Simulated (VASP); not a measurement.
A run of VASP 6.6.1 is set up as follows.

Contents of INCAR:

```
SYSTEM = GaN
PREC     = Accurate       ! precision mode
ENCUT    = 520            ! plane-wave cutoff, eV
EDIFF    = 1E-6           ! SCF threshold, eV
ISMEAR   = 0              ! smearing method
SIGMA    = 0.03           ! smearing width, eV
LREAL    = .False.        ! projectors in reciprocal space
LASPH    = .True.         ! aspherical terms in the spheres
NELM     = 80             ! most SCF steps
ALGO     = Fast           ! electronic algorithm
ISIF     = 2              ! what is computed and relaxed
LWAVE    = .False.        ! write WAVECAR
LCHARG   = .False.        ! write CHGCAR
GGA      = CA             ! functional
NBANDS   = 16             ! bands
```

KPOINTS

```
Automatic mesh
0
Gamma
  14 14 14
  0 0 0
```

The input POSCAR:

```
GaN
1.0
    0.0000000000      2.1032064750      2.1352350000
    2.1032064750      0.0000000000      2.1352350000
    2.1032064750      2.1032064750      0.0000000000
Ga N
1 1
Direct
    0.0000000000      0.0000000000      0.0000000000
    0.5000000000      0.5000000000      0.5000000000
```

Potentials or basis: VASP PAW LDA potentials, release 64 (Ga_d, N).

Launch:

```bash
$ cat potpaw_LDA.64/Ga_d/POTCAR potpaw_LDA.64/N/POTCAR > POTCAR
$ mpirun -np 1 vasp_std > vasp.out
```

Q: Estimate the pressure.

A: -6.4 GPa.

Q: What does it give for the band gap on the k mesh?

A: 0.34 eV, indirect (least direct gap 2.73 eV).

Stress tensor (GPa, compression positive):
```
-5.55  0.00  0.00
 0.00 -5.55  0.00
 0.00  0.00 -8.09
```

A k mesh can miss the band edges.
